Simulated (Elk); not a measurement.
An Elk run on YN with settings drawn from a wide range, so not all are converged; totals and levels move with the basis, and no second program has checked them. These are results of DFT, Wu-Cohen GGA, all-electron APW+lo, Dirac cores, scalar-relativistic bands with second-variational spin-orbit coupling in Elk 11.2.3 with local patches, not measurements. Elk's input is in atomic units.

Command: `OMP_NUM_THREADS=1 elk`

```
tasks
  0
  110
  115

xctype
  26

rgkmax
  7.5

gmaxvr
  12

lmaxapw
  8

lmaxo
  5

lmaxi
  2

nrmtscf
  2

nempty
  4

epspot
  1e-05

epsengy
  0.0001

maxscl
  60

swidth
  0.004

stype
  1

lradstp
  2

mixtype
  3

hmaxvr
  6

tforce
  .true.

spinorb
  .true.

sppath
  './'

avec
  0.00000000000 4.54581793724 4.54581793724
  4.54581793724 0.00000000000 4.54581793724
  4.54581793724 4.54581793724 0.00000000000

atoms
  2
  'Y.in'
  1
  0.000000000000 0.000000000000 0.000000000000   0.000 0.000 0.000
  'N.in'
  1
  0.500000000000 0.500000000000 0.500000000000   0.000 0.000 0.000

ngridk
  9 9 9
```

Muffin-tin radii in the species files: N 1.73, Y 2.50 bohr.

The cell comes from COD entry 9008768, which wasn't checked; take it as a given geometry. The listed cell was then made from it by scaling, straining or moving an atom.

Q: What does the run give?

A: It refused before any iteration.
```
Error(init0): requested spin-polarised run with spin-unpolarised
 exchange-correlation functional
```
